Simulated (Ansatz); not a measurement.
# Quasiparticle gap of SiB5P5C (zincblende [110] superlattice)

How far does one-shot GW move the PBEsol gap of SiB5P5C (zincblende [110] superlattice)?

Method: PBEsol, then G0W0 on it, plane waves, PAW, in Ansatz 0.2.0.

## 1. The structure

The cell holds 12 atoms: 5 B, 5 P, 1 Si and 1 C. Cell: a = 3.145 Å, b = 4.448 Å, c = 9.694 Å, α = 90.0°, β = 90.0°, γ = 90.0°. It derives from BP. Regions: BP, 10 atoms (5 B and 5 P); SiC, 2 atoms (1 Si and 1 C). The structure's axis is c.

The start is a generated structure, not a measured one.

The logs state that the PAW files were generated under PBE.

## 2. Relaxation

The structure is relaxed first.

This step: DFT, PBEsol, plane waves, PAW; PAW set soft_1.

Contents of input.yaml:

```yaml
crystal:
  lattice:
    - [3.1452109627, 0.0, 0.0]
    - [0.0, 4.448, 0.0]
    - [0.0, 0.0, 9.6940543453]
  atoms:
    - { symbol: B, position: [0.0, 0.0, 0.0778626596] }
    - { symbol: P, position: [0.5, 0.25, 0.0778626596] }
    - { symbol: B, position: [0.5, 0.5, 0.2467175958] }
    - { symbol: P, position: [0.0, 0.75, 0.2467175958] }
    - { symbol: B, position: [0.0, 0.0, 0.4155725319] }
    - { symbol: P, position: [0.5, 0.25, 0.4155725319] }
    - { symbol: B, position: [0.5, 0.5, 0.5844274681] }
    - { symbol: P, position: [0.0, 0.75, 0.5844274681] }
    - { symbol: B, position: [0.0, 0.0, 0.7532824042] }
    - { symbol: P, position: [0.5, 0.25, 0.7532824042] }
    - { symbol: Si, position: [0.5, 0.5, 0.9221373404] }
    - { symbol: C, position: [0.0, 0.75, 0.9221373404] }
kpoints:
  mp_grid: { grid: [6, 6, 2] }
hamiltonian:
  xc: pbesol
  pseudopotentials: { kind: paw, azcp: { folder: soft_1 }, xc_functional: pbe }
scf:
  occupations: { method: fermi_dirac, width: 0.02 }
relax:
  f_tol: 0.015
  max_steps: 100
  cell: {}
```

Run with:

```sh
$ ansatz run input.yaml --threads 4 --pin off --max-ram 17510MiB --backend cpu --events-out ev --progress --plain --runs-dir out
```

Numbers of over 12 decimals in the logs are rounded to 6 here.

What it wrote:

```text
Engine: ansatz 0.2.0, aarch64-unknown-linux-gnu
Pseudopotentials: kind: paw
Pseudopotential: B, paw, valence charge 3, recommended cutoff 420 eV (normal), soft_1/B.paw.azcp
Pseudopotential: P, paw, valence charge 5, recommended cutoff 420 eV (normal), soft_1/P.paw.azcp
Pseudopotential: Si, paw, valence charge 4, recommended cutoff 420 eV (normal), soft_1/Si.paw.azcp
Pseudopotential: C, paw, valence charge 4, recommended cutoff 420 eV (normal), soft_1/C.paw.azcp
Functional definition: PBEsol
  exchange = pbesol_x
  correlation = pbesol_c
Crystal: 12 atoms, lattice volume = 135.619 Å³
Basis set: ecut = 420 eV, 2665 PW (Γ), exchange–correlation on 48×60×144 points (8 copies of the dense FFT grid, shifted against one another)
Bands: 36, of which v1, the nominal top of the filled ones, is band 24 counted from 1 (23 counted from 0)
Symmetry: 2 space group operations
Space group: Pm (ITA 6), of the structure as read, at distance tolerance 5.1e-5 Å
k-points: 32 of 72 (time reversal used)
Non-local potential: B, projectors of the file, l = 0: 2, l = 1: 2, l = 2: 1
Non-local potential: P, projectors of the file, l = 0: 2, l = 1: 2, l = 2: 1
Non-local potential: Si, projectors of the file, l = 0: 2, l = 1: 2, l = 2: 1
Non-local potential: C, projectors of the file, l = 0: 2, l = 1: 2, l = 2: 1
PAW form: soft (Blöchl's): semilocal exchange-correlation on the pseudo side does not see the compensation charge
PAW frozen core: B, regenerated for the run's functional, and the local potential with it (the file was generated under x = pbe(κ = 0.804, μ = 0.219515), c = pbe(β = 0.066725))
PAW frozen core: P, regenerated for the run's functional, and the local potential with it (the file was generated under x = pbe(κ = 0.804, μ = 0.219515), c = pbe(β = 0.066725))
PAW frozen core: Si, regenerated for the run's functional, and the local potential with it (the file was generated under x = pbe(κ = 0.804, μ = 0.219515), c = pbe(β = 0.066725))
PAW frozen core: C, regenerated for the run's functional, and the local potential with it (the file was generated under x = pbe(κ = 0.804, μ = 0.219515), c = pbe(β = 0.066725))
PAW one-centre angular grid: B, 110 points (default); XC on 64 Gauss nodes
PAW one-centre angular grid: P, 110 points (default); XC on 64 Gauss nodes
PAW one-centre angular grid: Si, 110 points (default); XC on 64 Gauss nodes
PAW one-centre angular grid: C, 110 points (default); XC on 64 Gauss nodes
Initial density: superposition of atomic densities (chi_scale 0.1, normalization cell, long waves kept (reshape's long-wave potential 0.18 eV rms))
Initial wavefunctions: pseudopotential atomic-orbital guess
Functional: x = pbesol(κ = 0.804, μ = 0.123457), c = pbesol(β = 0.046)
SCF iter   1: F=—  HF=-5336.632312 eV  |F-HF|=—  |Δ(HF+E_count)|=         —  Δρ=8.95e-2  dr2=1.12e1  ethr=3.10e-3  ⟨swp⟩=8.0  Hψ=6729  notcnv=0  defer=23
preconditioner: auto → Resta (q_TF=auto, 2.295 Å⁻¹)  ε∞=5.1  [insulator: Δε(μ)=1.498 eV  Ē_g=10.964 eV  σ=0.020 eV  W_gap=1.00  n_scr=22 (ndim 8)  ℏωp=22.1 eV  f_vac=0.000  D(μ)=0.00/eV (n_scr^D=0)  ε∞_Penn≈5.1]
SCF iter   2: F=—  HF=-5333.581111 eV  |F-HF|=—  |Δ(HF+E_count)|=    3.05e0  Δρ=4.29e-2  dr2=2.32e0  ethr=3.10e-3  ⟨swp⟩=3.0  Hψ=2559  notcnv=0  defer=182
SCF iter   3: F=—  HF=-5332.779708 eV  |F-HF|=—  |Δ(HF+E_count)|=   8.01e-1  Δρ=8.58e-3  dr2=1.22e-1  ethr=3.10e-3  ⟨swp⟩=2.3  Hψ=1808  notcnv=0  defer=182
SCF iter   4: F=—  HF=-5332.760551 eV  |F-HF|=—  |Δ(HF+E_count)|=   1.92e-2  Δρ=2.90e-3  dr2=1.34e-2  ethr=2.54e-4  ⟨swp⟩=2.9  Hψ=1919  notcnv=0  defer=182
SCF iter   5: F=—  HF=-5332.760656 eV  |F-HF|=—  |Δ(HF+E_count)|=   1.04e-4  Δρ=1.05e-3  dr2=1.11e-3  ethr=2.79e-5  ⟨swp⟩=3.1  Hψ=2038  notcnv=0  defer=177
SCF iter   6: F=—  HF=-5332.761287 eV  |F-HF|=—  |Δ(HF+E_count)|=   6.31e-4  Δρ=1.80e-4  dr2=6.69e-5  ethr=2.31e-6  ⟨swp⟩=2.7  Hψ=1839  notcnv=0  defer=177
SCF iter   7: F=—  HF=-5332.761272 eV  |F-HF|=—  |Δ(HF+E_count)|=   1.48e-5  Δρ=3.12e-5  dr2=1.21e-6  ethr=1.39e-7  ⟨swp⟩=2.7  Hψ=1717  notcnv=0  defer=177
SCF iter   8: F=-5332.761273 eV  HF=-5332.761273 eV  |F-HF|=1.83e-8  |Δ(HF+E_count)|=   7.53e-7  Δρ=6.11e-6  dr2=5.41e-8  ethr=2.08e-10  ⟨swp⟩=5.9  Hψ=4244  notcnv=0
SCF 1 converged in 8 iterations: F = -5332.761273 eV  dr2 = 5.41e-8
  greatest PAW one-centre occupation: 0.781 electrons in one spin orbital (limit 2), on the P atom at site 1 (counted from 0), in its partial waves of l = 0
relax step   1: F+E_penalty+E_count = -5332.76127280 eV  Δ(F+E_penalty+E_count) = +0.000e0 eV  max|allowed force component| = 1.048e1 eV/Å  Δτ_max = 0.0000 Å  P = +9.080 GPa  Ω = 135.619 Å³  (8 SCF iters, dr2 threshold 1.00e-7 eV, accepted)
[... from here on, the SCF cycles and remarks between the steps are left out ...]
relax step   2: F+E_penalty+E_count = -5335.27907623 eV  Δ(F+E_penalty+E_count) = -2.518e0 eV  max|allowed force component| = 1.935e0 eV/Å  Δτ_max = 0.1962 Å  P = +0.730 GPa  Ω = 137.484 Å³  energy of the carried Pulay correction = -9.546e-4 eV  (7 SCF iters, dr2 threshold 1.20e-6 eV, accepted)
relax step   3: F+E_penalty+E_count = -5335.59961863 eV  Δ(F+E_penalty+E_count) = -3.205e-1 eV  max|allowed force component| = 3.198e-1 eV/Å  Δτ_max = 0.1318 Å  P = -1.500 GPa  Ω = 138.789 Å³  energy of the carried Pulay correction = -1.615e-3 eV  (6 SCF iters, dr2 threshold 1.20e-6 eV, accepted)
relax step   4: F+E_penalty+E_count = -5335.63384639 eV  Δ(F+E_penalty+E_count) = -3.423e-2 eV  max|allowed force component| = 7.747e-2 eV/Å  Δτ_max = 0.0271 Å  P = -0.301 GPa  Ω = 137.866 Å³  energy of the carried Pulay correction = -1.149e-3 eV  (5 SCF iters, dr2 threshold 1.20e-6 eV, accepted)
relax step   5: F+E_penalty+E_count = -5335.63473356 eV  Δ(F+E_penalty+E_count) = -8.872e-4 eV  max|allowed force component| = 3.313e-2 eV/Å  Δτ_max = 0.0049 Å  P = -0.056 GPa  Ω = 137.671 Å³  energy of the carried Pulay correction = -1.050e-3 eV  (4 SCF iters, dr2 threshold 5.78e-7 eV, accepted)
relax step   6: F+E_penalty+E_count = -5335.63485619 eV  Δ(F+E_penalty+E_count) = -1.226e-4 eV  max|allowed force component| = 1.786e-2 eV/Å  Δτ_max = 0.0027 Å  P = +0.006 GPa  Ω = 137.622 Å³  energy of the carried Pulay correction = -1.025e-3 eV  (4 SCF iters, dr2 threshold 6.86e-8 eV, accepted)
relax step   7: F+E_penalty+E_count = -5335.63486522 eV  Δ(F+E_penalty+E_count) = -9.025e-6 eV  max|allowed force component| = 1.634e-3 eV/Å  Δτ_max = 0.0008 Å  P = +0.003 GPa  Ω = 137.625 Å³  energy of the carried Pulay correction = -1.026e-3 eV  (4 SCF iters, dr2 threshold 1.99e-8 eV, accepted)
relax step   8: F+E_penalty+E_count = -5335.63629598 eV  Δ(F+E_penalty+E_count) = -1.431e-3 eV  max|allowed force component| = 1.557e-3 eV/Å  Δτ_max = 0.0000 Å  P = +0.024 GPa  Ω = 137.625 Å³  stress off target by 3.97e-2 GPa  SCF on the basis re-selected at this cell (its energy is not comparable with the rows above)  (5 SCF iters)
basis re-selected at this cell: Δ(F+E_penalty+E_count) = -1.431e-3 eV, ΔP = +0.021 GPa vs the last step (what re-selecting the basis moved, of the pressure what is left beyond the Pulay correction that the steps carried, after the strain that the cell walked since its last selection, with what the two solves' SCF thresholds leave and, on support functions, any second-order correction that the steps lacked; it is no measure of the basis error at this ecutwfc). The dense FFT grid was sized anew with the basis: this SCF ran on 24×32×64 points, the steps before it on 24×30×72, so part of this shift can come from that change (see relax.cell in the input reference). [rest of the remark cut]
SCF converged after 5 iterations
Free energy (F): -5335.636296 eV
Harris-Foulkes:  -5335.636296 eV  (|F-HF|=2.09e-11)
Internal energy: -5335.636296 eV  (E = F + TS)
E sigma→0 (E₀):  -5335.636296 eV
Fermi energy:    9.970437 eV
--- Per-component energies (eV) ---
  E_band       = 136.435454
  E_kinetic    = 733.283742
  E_local      = -410.271094  (includes V_loc(G=0)·N_el)
  E_nonlocal   = 246.623845
  E_hartree    = 120.170508
  E_xc         = -634.024867
  E_vxc        = -613.281971  (∫ρ·V_xc dr)
  E_paw        = -3684.705631  (= ΣΔE_a)
  E_vpaw       = -60.260132  (= ΣTr[D̂ρ^β])
  E_aug_tail   = 0.000083  (compensation charges beyond the density's cutoff)
  E_ewald      = -1707.069579
  E_core_change = 0.356696  (= ΣΔE_core)
  E_smearing   = -0.000000  (= −TS)
  E_closure    = 0.000000  (closes the sum)
  Σ components = -5335.636296   (vs F -5335.636296, Δ=0.00e0)
--- Forces (eV/Å), atoms counted from 1 ---
  atom   1  B      0.00000000     0.00084437    -0.00036855
  atom   2  P      0.00000000    -0.00029808     0.00066127
  atom   3  B      0.00000000     0.00033702    -0.00004104
  atom   4  P      0.00000000    -0.00076356     0.00030974
  atom   5  B      0.00000000     0.00025288    -0.00001162
  atom   6  P      0.00000000    -0.00013352     0.00000080
  atom   7  B      0.00000000     0.00034444     0.00004705
  atom   8  P      0.00000000    -0.00083866    -0.00019113
  atom   9  B      0.00000000     0.00081630     0.00044031
  atom  10  P      0.00000000    -0.00041234    -0.00065039
  atom  11  Si     0.00000000     0.00140917    -0.00005945
  atom  12  C      0.00000000    -0.00155729    -0.00013683
  max |Σ_I F_I| component: 7.17e-7 eV/Å
--- Stress (GPa, compression-positive) ---
        0.039705      -0.000000      -0.000000
       -0.000000       0.033890       0.000906
       -0.000000       0.000906      -0.002568
  P = ⅓ Tr σ = 0.0237 GPa (0.237 kbar)
--- Relaxed structure (7 steps of the walk, 7 accepted, 1 SCFs on fresh bases) ---
  F+E_penalty+E_count = -5335.63629598 eV   max|allowed force component| = 1.557e-3 eV/Å   (the final SCF, on the basis selected at the relaxed cell)
  cell:  # Å, volume = 137.6246 Å³
    - [3.182996, 0, -5.570297539287921e-19]
    - [0, 4.521739, -1.0224189028111004e-5]
    - [-1.7168567611437053e-18, -2.2282788685955046e-5, 9.562132]
  atoms:
    - { symbol: B, position: [-3.485144871757255e-18, -0.015579, 0.067678] }
    - { symbol: P, position: [0.5, 0.236900, 0.088610] }
    - { symbol: B, position: [0.5, 0.489032, 0.252128] }
    - { symbol: P, position: [-2.6643171384448387e-19, 0.740600, 0.245939] }
    - { symbol: B, position: [3.7430841630195627e-19, -0.00924366, 0.416666] }
    - { symbol: P, position: [0.5, 0.241096, 0.416666] }
    - { symbol: B, position: [0.5, 0.489033, 0.581205] }
    - { symbol: P, position: [1.0149255719991073e-18, 0.740602, 0.587393] }
    - { symbol: B, position: [4.2339798425135535e-18, -0.015578, 0.765656] }
    - { symbol: P, position: [0.5, 0.236902, 0.744724] }
    - { symbol: Si, position: [0.5, 0.569323, 0.916667] }
    - { symbol: C, position: [-1.8718295813034548e-18, 0.796913, 0.916667] }
```

Run time: 26 s. Hardware: 4 threads of Arm Neoverse V1, shared host; peak memory 0.47 GiB.

Step by step:

| step | energy less that of the first step (eV) | largest force component (eV/Å) | pressure (GPa) | volume (Å³) |
| --- | --- | --- | --- | --- |
| 1 | 0.0000 | 10.4764 | 9.08 | 135.62 |
| 2 | -2.5178 | 1.9347 | 0.73 | 137.48 |
| 3 | -2.8383 | 0.3198 | -1.50 | 138.79 |
| 4 | -2.8726 | 0.0775 | -0.30 | 137.87 |
| 5 | -2.8735 | 0.0331 | -0.06 | 137.67 |
| 6 | -2.8736 | 0.0179 | 0.01 | 137.62 |
| 7 | -2.8736 | 0.0016 | 0.00 | 137.62 |
| 8* | -2.8750 | 0.0016 | 0.02 | 137.62 |

Relaxation steps marked * repeat the geometry before them on a plane-wave basis chosen anew for their cell, so energy and pressure can jump there.

The run keeps the 2 symmetry operations that it works with, so distortions that break them were not tested.

| cell as run | before | after | change |
| --- | --- | --- | --- |
| a (Å) | 3.145 | 3.183 | +1.2 % |
| b (Å) | 4.448 | 4.522 | +1.7 % |
| c (Å) | 9.694 | 9.562 | -1.4 % |
| volume (Å³/atom) | 11.30 | 11.47 | +1.5 % |

The atoms that moved most (Å, as changes of fractional coordinates times the final cell):

| atom | dx | dy | dz | length |
| --- | --- | --- | --- | --- |
| Si11 | 0.000 | 0.313 | -0.052 | 0.318 |
| C12 | 0.000 | 0.212 | -0.052 | 0.218 |
| B9 | 0.000 | -0.070 | 0.118 | 0.138 |
| B1 | 0.000 | -0.070 | -0.097 | 0.120 |
| P2 | 0.000 | -0.059 | 0.103 | 0.119 |
| P10 | 0.000 | -0.059 | -0.082 | 0.101 |
| B3 | 0.000 | -0.050 | 0.052 | 0.072 |
| B7 | 0.000 | -0.050 | -0.031 | 0.058 |

(Continued in part 2 of 3.)

[Paths, hosts, dates, memory and timing lines, banners, echoed tables and standing remarks are left out of the program output.]

[Logs are printed without paths, hosts, clocks, repeated set-up lines and the standing remarks that a program may print on its own settings, such as how far it seeks lower states.]

[Runs of the session that timed out or met a known fault of the program may be left out.]

[Cells called generated may have been cut or substituted from an entry of the Crystallography Open Database or the Materials Project.]

[Hosts, paths, dates, database ids (printed as entryN), source tags and the programs' standing remarks are cut or masked in the printed files.]

[Where an RPA ε∞ is given, it is that of the G0W0 mesh and is not shown converged in it. Names of k-points follow the symmetry that the program found, which can be lower than the space group named. Band edges on a path are those of the sampled points; other points can move an edge, and change direct to indirect where valleys lie close.]

[Hybrid gaps are those of their k-mesh and are not shown converged in it.]
